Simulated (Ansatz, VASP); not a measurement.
## One calculation of Si5Se, two programs

File INCAR:

```
ALGO = Normal
EDIFF = 1E-7
ENCUT = 520
GGA = PE
ISIF = 2
ISMEAR = 0
LASPH = T
LCHARG = F
LREAL = F
LWAVE = F
NBANDS = 22
NELM = 60
PREC = Accurate
SIGMA = 0.1
```

KPOINTS

```
k-points
0
Gamma
  6 6 4
```

POSCAR

```
Si5Se
1.0
    5.3184849100      0.0000000000      0.0000000000
   -2.6592424600      4.6059430400      0.0000000000
    0.0000000000      0.0000000000      4.2476732000
Si Se
5 1
Direct
    0.0000000000      0.5000000000      0.5000000000
    0.3333333300      0.6666666700      0.0000000000
    0.6666666700      0.3333333300      0.0000000000
    0.5000000000      0.0000000000      0.5000000000
    0.5000000000      0.5000000000      0.5000000000
    0.0000000000      0.0000000000      0.0000000000
```

Input for Ansatz:

```yaml
crystal:
  lattice:
    - [5.31848491, 0.0, 0.0]
    - [-2.65924246, 4.60594304, 0.0]
    - [0.0, 0.0, 4.2476732]
  atoms:
    - { symbol: Si, position: [0.0, 0.5, 0.5] }
    - { symbol: Si, position: [0.33333333, 0.66666667, 0.0] }
    - { symbol: Si, position: [0.66666667, 0.33333333, 0.0] }
    - { symbol: Si, position: [0.5, 0.0, 0.5] }
    - { symbol: Si, position: [0.5, 0.5, 0.5] }
    - { symbol: Se, position: [0.0, 0.0, 0.0] }
basis:
  ecutwfc: 420
kpoints:
  mp_grid: { grid: [6, 6, 4] }
hamiltonian:
  xc: pbe
scf:
  occupations: { method: gaussian, width: 0.1 }
  lower_state_search: "off"
output:
  forces: true
  stress: true
  eigenvalues: true
```

Change from the starting cell: species swapped into the DyZn5 type (P6/mmm, No. 191).

Alike in both runs: task single point; functional PBE; k mesh 6 × 6 × 4; occupations gaussian, width 0.1 eV; no spin polarisation.

|  | VASP | Ansatz |
| --- | --- | --- |
| version | VASP 6.6.1 | Ansatz 0.2.0 |
| potentials or method | VASP PAW PBE potentials, release 64 (Si, Se) | scalar-relativistic, plane waves, PAW |
| plane-wave cutoff (eV) | 520 | 420 |
| valence electrons in the cell | 26 | 36 |

|  | VASP | Ansatz | Ansatz less VASP |
| --- | --- | --- | --- |
| gap on the k mesh at the Fermi level (eV) | none | none | - |
| pressure (GPa) | -1.9 | -1.9 | +0.01 |
| largest component of the traceless stress (GPa) | 2.96 | 2.97 | +0.005 |

A gap of «none» marks a metal or a gap that the smearing closes. The functional is the same, so the differences come from potentials, cutoffs and numerics. The two sets of potentials don't hold the same shells in valence.

Caveats: the k mesh is coarse (spacing up to 0.37 Å⁻¹), so the values aren't converged.
